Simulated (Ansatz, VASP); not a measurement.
# Sn3Se: VASP beside Ansatz

```
CELL_PARAMETERS angstrom
4.71005 0.00000 0.00000
0.00000 4.71005 0.00000
0.00000 0.00000 4.71005
ATOMIC_POSITIONS crystal
Sn 0.50000 0.50000 0.00000
Sn 0.50000 0.00000 0.50000
Sn 0.00000 0.50000 0.50000
Se 0.00000 0.00000 0.00000
```

Change from the starting cell: volume scaled by 0.98.

Alike in both runs: task single point; functional LDA; k mesh 6 × 6 × 6; occupations fermi-dirac, width 0.05 eV; no spin polarisation.

```csv
,VASP,Ansatz
version,VASP 6.6.1,Ansatz 0.2.0
potentials or method,"VASP PAW LDA potentials, release 64 (Sn_d, Se), cutoff 520 eV","all-electron LAPW, scalar-relativistic"
```

```csv
,VASP,Ansatz,Ansatz less VASP
gap on the k mesh at the Fermi level (eV),none,none,-
pressure (GPa),-3.0,-3.0,-0.04
```

A gap of «none» marks a metal or a gap that the smearing closes. Ansatz ran all-electron here, so the differences hold the error of VASP's frozen core and of both bases.
